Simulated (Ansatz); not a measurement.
```
Be S
1.0
     0.00000    2.41000    2.41000
     2.41000    0.00000    2.41000
     2.41000    2.41000    0.00000
Be S
1 1
Direct
  0.00000 0.00000 0.00000
  0.25000 0.25000 0.25000
```

```json
{
 "datasets": "all-electron datasets in plane waves (scalar-relativistic, Gaussian nuclei)",
 "k mesh": "4×4×4",
 "empty bands": "180",
 "response cutoff": "200 eV",
 "frequencies": "contour deformation",
 "q → 0 term": "analytic weight of Carrier, Rohra and Görling",
 "band sums": "cut at the band count"
}
```

A G0W0 run in Ansatz gave a mean-field gap (from Γ to k = (0, -0.5, -0.5)) of 3.06 eV and a quasiparticle gap of 4.40 eV, with ε∞ = 5.8 on this mesh.

Task: Which functional supplied the orbitals?
A. PBE
B. r²SCAN

Result: A. For comparison, on the same cell, mesh, edges, bands and response cutoff: r²SCAN 3.51 → 4.64 eV. Wave cutoffs: PBE 3300 eV, r²SCAN 2640 eV.

The cell is a model at fixed atoms and needn't be the relaxed known crystal. Points k are given in fractions of the reciprocal vectors. The mesh is coarse, so these are values at the stated settings, not converged ones. Band sums or response are cut, so the gap isn't at its basis limit. The gap is read on the mesh, and the crystal's band edges can lie off it. With r²SCAN or HSE06 the Kohn-Sham levels are generalised ones. Meshes this coarse can overestimate the dielectric constant by a tenth and more.
